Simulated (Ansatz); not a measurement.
Crystal: Cu.

```
Cu
1.0
     0.00000    1.80750    1.80750
     1.80750    0.00000    1.80750
     1.80750    1.80750    0.00000
Cu
1
Direct
  0.00000 0.00000 0.00000
```

Base run:

| Quantity | Value |
| --- | --- |
| Program | Ansatz 0.2.0 |
| Functional | LDA |
| Potentials or basis | all-electron LAPW, scalar-relativistic |
| Cutoff | 295 eV (chosen from the basis error) |
| Basis error allowed | 0.001 eV/atom |
| k mesh | 13 × 13 × 13 |
| Occupations | fermi-dirac, width 0.05 eV |
| Spin | no spin polarisation |

Its results: pressure -12.7 GPa.

Question: The run is repeated on the same cell with these changes: functional from LDA to PBE; occupations from fermi-dirac, width 0.05 eV to gaussian, width 0.023 eV. What comes out?

Answer: Pressure 1.7 GPa.
